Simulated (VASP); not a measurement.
Input of a VASP 6.6.1 run:

File INCAR:

```
PREC = Accurate
ENCUT = 520
EDIFF = 1E-6
ISMEAR = -1
SIGMA = 0.02
LREAL = Auto
LASPH = T
NELM = 100
ALGO = Normal
ISIF = 2
LWAVE = F
LCHARG = F
GGA = PE
IVDW = 12
NBANDS = 61
```

The input KPOINTS:

```
Automatic mesh
0
Gamma
  1 1 1
```

Contents of POSCAR:

```
HN2F
1.0
    7.9686270000      0.0000000000      0.0000000000
    0.0000000000      7.9686270000      0.0000000000
    0.0000000000      0.0000000000      7.9686270000
N F H
10 5 5
Direct
    0.7903745526      0.7185554048      0.3296929320
    0.7362372464      0.6467362571      0.2279439105
    0.2479975534      0.5703115480      0.5170024899
    0.1351173797      0.4960704021      0.4691021427
    0.5692323157      0.3090745746      0.2340428282
    0.6384663255      0.2179672860      0.3133287579
    0.7842756349      0.3553184256      0.8171294754
    0.8594956195      0.4691272411      0.8365180099
    0.0743038920      0.0416006421      0.1506156581
    0.1968971568      0.0861378002      0.1940359362
    0.3255014948      0.3144707363      0.7257084564
    0.9058649627      0.7793688925      0.7163341941
    0.6017975242      0.6396459516      0.6634267108
    0.4043231036      0.7417714495      0.2082165472
    0.1579193003      0.5442468320      0.0407723940
    0.4361102609      0.2667335289      0.7476946781
    0.7933863638      0.7511331626      0.6867431491
    0.5027089359      0.6658738074      0.6124267079
    0.3241712782      0.6648949687      0.1720622637
    0.1049616201      0.5303925005     -0.0682677204
```

Potentials or basis: VASP PAW PBE potentials, release 64 (N, F, H).

Command:

```sh
$ cat potpaw_PBE.64/N/POTCAR potpaw_PBE.64/F/POTCAR potpaw_PBE.64/H/POTCAR > POTCAR
$ mpirun -np 1 vasp_gam > vasp.out
```

Problem. Estimate the largest force.

Solution. 5.245 eV/Å.

Problem. Predict the band gap on the k mesh.

Solution. 6.19 eV, direct.

Stress tensor (GPa, compression positive):
```
0.07 0.45 0.58
0.45 0.90 0.30
0.58 0.30 0.63
```

Caveat: the standard files for N, O and F lose accuracy on very short bonds.
